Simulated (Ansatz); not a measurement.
# Rh (diamond type): a single-point run

Wanted: a converged single-point run for Rh (diamond type), and a check of what comes out. The structure is shown as the input types it.

Method: DFT, PBE, all-electron LAPW, scalar-relativistic, in Ansatz 0.2.0.

1 further run of the same task is left out (it didn't finish).

### Step 1. Starting point

Symmetry: R-3m, No. 166, trigonal system. The conventional cell has a = 3.676 Å, b = 3.676 Å, c = 9.004 Å, α = 90.00°, β = 90.00°, γ = 120.00°. Around Rh (site symmetry 3m) lie 1 Rh at 1.98 Å.

Structure file:

```cif
data_structure
_symmetry_space_group_name_H-M 'P 1'
_symmetry_Int_Tables_number 1
_cell_length_a 3.6760
_cell_length_b 3.6760
_cell_length_c 3.6760
_cell_angle_alpha 60.000
_cell_angle_beta 60.000
_cell_angle_gamma 60.000
_cell_volume 35.12
loop_
_atom_site_label
_atom_site_type_symbol
_atom_site_fract_x
_atom_site_fract_y
_atom_site_fract_z
_atom_site_occupancy
Rh1 Rh 0.83000 0.89000 0.89000 1
Rh2 Rh 0.17000 0.11000 0.11000 1
```

### Step 2. Running it

The input, input.yaml:

```yaml
crystal:
  lattice:
    - [0.0, 2.599334149, 2.599334149]
    - [2.599334149, 0.0, 2.599334149]
    - [2.599334149, 2.599334149, 0.0]
  atoms:
    - { symbol: Rh, position: [-0.17, -0.11, -0.11] }
    - { symbol: Rh, position: [0.17, 0.11, 0.11] }
kpoints:
  mp_grid: { grid: [10, 10, 10] }
scf:
  occupations: { method: fermi_dirac, width: 0.05 }
  mixing_beta: 0.3
  max_iter: 100
hamiltonian:
  xc: pbe
  pseudopotentials: { kind: all_electron, lapw: { basis_error: 0.001 } }
output:
  forces: true
  stress: true
  eigenvalues: true
  populations: true
```

The run is started by

```bash
> ansatz run input.yaml --threads 1 --pin off --max-ram 2048MiB --backend cpu --events-out ev --progress --plain --runs-dir out
```

What happens when this is run?

The program refused the input before any cycle. It says: «line 13 column 3: unknown field `mixing_beta`, expected one of max_iter, algorithm, n_extra_bands, self_checks, convergence, ...»

The suspect setting: scf.mixing_beta is 0.3; scf.max_iter is 100. The input holds a keyword that this program doesn't have at that place; such names come from other codes or other sections.

Fix: delete scf.mixing_beta and scf.max_iter.
